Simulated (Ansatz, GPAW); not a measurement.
PbS: programs and potentials compared

```
Pb S
1.0
     0.00000    2.96575    2.96575
     2.96575    0.00000    2.96575
     2.96575    2.96575    0.00000
Pb S
1 1
Cartesian
  0.0000 0.0000 0.0000
  2.9657 2.9657 2.9657
```

Alike in all runs: task single point; functional PBE; k mesh 8 × 8 × 8; occupations gaussian, width 0.025 eV; no spin polarisation; no spin-orbit coupling. Pressure is positive in compression and, in plane waves, holds the error of the finite cutoff, which Ansatz's Pulay term estimates and takes out.

| program and potentials | plane-wave cutoff (eV) | notes | band gap (eV) | pressure (GPa) |
| --- | --- | --- | --- | --- |
| Ansatz, Ansatz PAW | 420 | - | ? | ? |
| GPAW, GPAW PAW data sets (gpaw-data 1.2.1) | 600 | - | 0.31 | 2.00 |
| Ansatz, all-electron LAPW, scalar-relativistic | - | - | 0.36 | 2.24 |

Problem. Estimate from the other rows what the run with Ansatz, Ansatz PAW gave.

Solution. Band gap 0.36 eV; pressure 2.23 GPa. The other rows, which needn't bracket it: band gap 0.31 to 0.36; pressure 2.00 to 2.24.
